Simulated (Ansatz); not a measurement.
LiCl (CsCl type), relaxed with r2SCAN: it is cubic, Pm-3m (No. 221); a = 3.271 Å in the conventional setting, 17.50 Å³ an atom. Around Li lie 8 Cl at 2.83 Å; around Cl lie 8 Li at 2.83 Å. One-shot G0W0@PBE in the plane-wave code Ansatz on a 4×4×4 mesh (contour deformation, no spin-orbit coupling), from a PBE gap of 4.408 eV over the mesh points (the G0W0 gap is indirect on the mesh); the number N of bands summed and the screening cutoff rise together. The calculation is spin-unpolarised, and the structure need not be a phase that has been made.

```
  N  cutoff (eV)  1000/N  G0W0 gap (eV)
 61           80  16.393          6.318
136          140   7.353          6.514
```

**Lay a straight line in 1000/N through these rows.** The slope is -0.0217 eV per unit of 1000/N and the intercept 6.673 eV.

**Predict the gap at N = 246 (210 eV).** 6.673 + (-0.0217) × 4.065 = 6.585 eV; the run gives 6.629 eV, +0.044 eV from the line.

**With that run's result added, what limit do the last two rows suggest?** Their slope is (6.629 − 6.514)/(4.065 − 7.353) = -0.0350, which meets 1/N = 0 at 6.77 eV, against 6.673 eV from the first line. The slope steepens, so 1/N isn't yet asymptotic and the true limit probably lies higher still; the k mesh isn't extrapolated.
